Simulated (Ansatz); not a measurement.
Space group Fm-3m (No. 225). a = 7.065 Å, b = 7.065 Å, c = 7.065 Å, α = 90.00°, β = 90.00°, γ = 90.00°
```json
{"atom": "Ba", "site": "4a", "symmetry": "m-3m", "x": "0.0000", "y": "0.0000", "z": "0.0000"}
{"atom": "Te", "site": "4b", "symmetry": "m-3m", "x": "0.5000", "y": "0.0000", "z": "0.0000"}
```

Equation of state of this BaTe structure (not necessarily the ground state), with shape and atoms relaxed at each volume where symmetry leaves them free. Theory: DFT PBE, scalar-relativistic, plane waves, PAW (Ansatz).

Plane waves to 420 eV, a k mesh through Γ of 8×8×8 on the computed 2-atom cell and Gaussian smearing (0.02 eV); no spin polarisation.

```tsv
V (Å³/atom)	E − E(largest V) (meV/atom)	P (GPa)	gap on mesh (eV)
38.783	38.01	4.83	1.37
40.105	4.56	3.32	1.46
41.427	-17.34	2.03	1.53
42.749	-29.42	0.93	1.60
44.071	-33.15	0.00	1.66
45.394	-29.79	-0.79	1.71
46.716	-20.39	-1.47	1.75
48.478	0.00	-2.21	1.81
```

Question: Fit a third-order Birch–Murnaghan equation to E(V).

Answer: V0 = 44.07 Å³/atom, B0 = 29 GPa, B0' = 4.4.

Spin-orbit coupling is left out, which matters for the bands of heavy elements.